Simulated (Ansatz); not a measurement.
## NaF (001) on W(100): work function and capacitance: cost of one run

Ansatz 0.2.0; plane-wave DFT, PBE-D3(BJ), Ansatz PAW. The cell holds 15 atoms.

File input.yaml:

```yaml
crystal:
  lattice:
    - [3.2739044, 0.0, 0.0]
    - [0.0, 3.2739044, 0.0]
    - [0.0, 0.0, 35.7029729373]
  atoms:
    - { symbol: W, position: [0.0, 0.0, 0.2520798482] }
    - { symbol: W, position: [0.5, 0.5, 0.2950977851] }
    - { symbol: W, position: [0.0, 0.0, 0.3372215828] }
[... 6 atom lines left out ...]
    - { symbol: Na, position: [0.5, 0.5, 0.6134912546] }
    - { symbol: F, position: [0.0, 0.0, 0.6133681889] }
    - { symbol: Na, position: [0.0, 0.0, 0.6785235966] }
    - { symbol: F, position: [0.5, 0.5, 0.6782280168] }
    - { symbol: Na, position: [0.5, 0.5, 0.7433335066] }
    - { symbol: F, position: [0.0, 0.0, 0.7438687369] }
kpoints:
  mp_grid: { grid: [10, 10, 1] }
hamiltonian:
  xc: pbe
  dispersion: d3bj
scf:
  occupations: { method: fermi_dirac, width: 0.1 }
  convergence: { dr2_threshold: 1.0e-10 }
efield:
  axis: 3
  dipole_correction: true
  ramp_position: 0.97
  ramp_width: 0.06
  amplitude: 0.1
relax:
  f_tol: 0.001
  max_steps: 60
  constraints: [{ sites: [0, 1] }]
output:
  write_potential: true
  write_density: true
  volumetric_format: npy
```

Launch:

```console
$ ansatz run input.yaml --threads 4 --pin off --max-ram 12288MiB --backend cpu --events-out ev --progress --plain --runs-dir out
```

The cutoff in use is 420 eV. For reference, a run of the same kind (9 atoms, 21 k-points, 62 bands and 6,105 plane waves; 76 SCF cycles) took 99 s and 0.93 GiB on the same hardware.

What time and memory should one allow on 4 threads of Arm Neoverse V1, shared host?

A cutoff of 420 eV is a sphere of radius 10.5 Å⁻¹, so a cell of 383 Å³ holds about V·G³/6π² = 7,479 plane waves. At two electrons a band, the 150 electrons need 75 bands, and 15 more are carried. Symmetry cuts the 10×10×1 mesh from 100 to 21 points. The run has 21 k-points, 90 bands and 7,567 plane waves. Taking the work of a cycle as k-points × spins × bands × plane waves, that is 1.8 times the reference, or 3 min at the reference's 76 cycles. The run needed 51 SCF cycles over 4 ionic steps, which makes it about 2 min. One copy of the wavefunctions takes 0.21 GiB at 16 bytes a coefficient, against 0.12 GiB in the reference; grids, projectors and work arrays come on top. Measured: about 1.9 min, with a peak of 1.3 GiB. The estimate holds within 25 %.

[Logs are printed without paths, hosts, clocks, repeated set-up lines and the standing remarks that a program may print on its own settings, such as how far it seeks lower states.]

[Hosts, paths, dates, database ids (printed as entryN), source tags and the programs' standing remarks are cut or masked in the printed files.]

[Maps of the electrostatic potential energy from Ansatz leave out the sawtooth potential of an applied field or a dipole correction, so their vacuum need not be flat; planar profiles and work functions include it.]
